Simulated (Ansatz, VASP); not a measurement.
**Two plane-wave programs on AlN**

```
CELL_PARAMETERS angstrom
3.08874 0.00000 0.00000
-1.54437 2.67493 0.00000
0.00000 0.00000 4.94377
ATOMIC_POSITIONS crystal
Al 0.33976 0.67953 0.00152
Al 0.66024 0.32047 0.50152
N 0.32760 0.65519 0.38348
N 0.67240 0.34481 0.88348
```

Change from the starting cell: mode 4 frozen in at +0.000 Å and mode 5 at +0.034 Å (largest displacements).

Alike in both runs: task single point; functional LDA; k mesh 9 × 9 × 6; occupations gaussian, width 0.05 eV; no spin polarisation.

```csv
,VASP,Ansatz
version,VASP 6.6.1,Ansatz 0.2.0
potentials or method,"VASP PAW LDA potentials, release 64 (Al, N)","scalar-relativistic, plane waves, PAW"
plane-wave cutoff (eV),520,520
valence electrons in the cell,16,16
```

Ansatz gave:

```
gap on the k mesh at the Fermi level (eV)       : 4.40
least direct gap on the mesh (eV)               : 4.40
pressure (GPa)                                  : 0.0
largest component of the traceless stress (GPa) : 0.19
rms of the force components (eV/Å)              : 0.090
```

Which values does VASP return?

gap on the k mesh at the Fermi level (eV): 4.41; least direct gap on the mesh (eV): 4.41; pressure (GPa): 0.6; largest component of the traceless stress (GPa): 0.17; rms of the force components (eV/Å): 0.090.

Atom by atom the forces differ by 0.001 eV/Å (rms over components).

Caveats: an odd mesh through Γ misses points on the zone boundary, where band edges often lie.
